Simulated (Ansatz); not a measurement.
# GaAs: the crystal squeezed far

Aim: compress GaAs (rocksalt type) step by step, far beyond the usual range, and follow pressure and electronic structure. Methods of the runs shown: PAW. Its runs: cell relaxed at zero pressure (PAW); volume scaled by 1 (PAW); volume scaled by 0.94 (PAW); volume scaled by 0.88 (PAW); volume scaled by 0.8 (PAW); volume scaled by 0.72 (PAW); volume scaled by 0.64 (PAW); volume scaled by 0.55 (PAW and PAW (cutoff 300 eV)).

Computed with Ansatz 0.2.0 (DFT, LDA, PAW with Ansatz's default frozen-core files, scalar-relativistic, unless a step's input says otherwise).

**1. The starting structure**

It takes space group Fm-3m (No. 225, cubic). The conventional cell has a = 5.019 Å, b = 5.019 Å, c = 5.019 Å, α = 90.00°, β = 90.00°, γ = 90.00°. Ga (site symmetry m-3m) has 6 As at 2.51 Å as nearest neighbours. As (site symmetry m-3m) has 6 Ga at 2.51 Å as nearest neighbours.

As a file:

```xyz
2
Lattice="0.0000 2.5094 2.5094 2.5094 0.0000 2.5094 2.5094 2.5094 0.0000" Properties=species:S:1:pos:R:3 pbc="T T T"
Ga    0.0000    0.0000    0.0000
As    2.5094    2.5094    2.5094
```

Whether this phase is the stable one at these pressures isn't tested.

Atoms are numbered in the order of the input: Ga1, As2.

**2. Cell relaxed at zero pressure, PAW**

input.yaml

```yaml
crystal:
  lattice:
    - [0.0, 2.5094205343, 2.5094205343]
    - [2.5094205343, 0.0, 2.5094205343]
    - [2.5094205343, 2.5094205343, 0.0]
  atoms:
    - { symbol: Ga, position: [0.0, 0.0, 0.0] }
    - { symbol: As, position: [0.5, 0.5, 0.5] }
kpoints:
  mp_grid: { grid: [13, 13, 13] }
scf:
  occupations: { method: fermi_dirac, width: 0.1 }
hamiltonian:
  xc: lda
  pseudopotentials: { kind: paw }
output:
  forces: true
  stress: true
relax:
  f_tol: 0.005
  max_steps: 40
  cell: {}
```

Run with:

```bash
$ ansatz run input.yaml --threads 1 --pin off --max-ram 2048MiB --backend cpu --events-out ev --progress --plain --runs-dir out
```

The runs that follow: Volume scaled by 1, PAW; Volume scaled by 0.94, PAW; Volume scaled by 0.88, PAW; Volume scaled by 0.8, PAW; Volume scaled by 0.72, PAW; Volume scaled by 0.64, PAW; Volume scaled by 0.55, PAW; Volume scaled by 0.55, PAW (cutoff 300 eV).

What does the calculation give? Wanted: PAW pressure at 0.55 of the volume; fitted bulk modulus at zero pressure.

**Answer**, as computed:

| quantity | value |
| --- | --- |
| PAW pressure at 0.55 of the volume | 203.3 GPa |
| PAW (cutoff 300 eV) pressure at 0.55 of the volume | 205.2 GPa |
| fitted bulk modulus at zero pressure (PAW) | 91 GPa |
| its pressure derivative | 4.36 |

At 0.55 of the starting volume PAW gives 203 GPa. One third-order Birch-Murnaghan curve follows these points (B₀ = 91 GPa, B′ = 4.36, misfit at most 0.43 GPa). A fit over so wide a range leans to the high pressures, so B₀ can be off by several per cent. No all-electron run checks these rows here, and frozen cores can fail under such compression. The ions are at rest, and the electrons smeared by 0.1 eV.
